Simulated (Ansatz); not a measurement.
**Calculated coordination and ¹⁷O quadrupole coupling for HfO2 at a changed volume**

Cell: a COD entry, relaxed with PBE at fixed cell and then changed (volume scaled by 0.96, ions relaxed).

Space group P2_1/c (No. 14); a = 5.0488, b = 5.1156, c = 5.2127 Å, β = 99.35°.

```
site  Wyckoff  site symmetry       x       y       z
  Hf       4e              1  0.2777  0.0410  0.2080
  O5       4e              1  0.4428  0.7600  0.4846
  O9       4e              1  0.0812  0.3561  0.3247
```

One atom of each set is listed.

Level of theory: DFT, PBE, plane waves and PAW, scalar-relativistic, 420 eV cutoff, Γ-centred 6×6×6 k-points, Fermi–Dirac smearing 0.02 eV (Ansatz 0.2.0).

Q(¹⁷O) = -25.58 mb.

Q: Rank these O sites by |C_Q|, smallest first.
A. O5: 4 Hf at 2.11–2.20 Å
B. O9: 3 Hf at 2.03–2.15 Å

A: A (0.734 MHz, η = 0.84), B (0.960 MHz, η = 0.77).

Like point charges on the first shell alone (each adding as 1/d³) would give the same order.

Without spin–orbit coupling the gradients at and beside Hf can be off by some per cent, at some sites by more. At this changed cell the PBE pressure is 14 GPa.
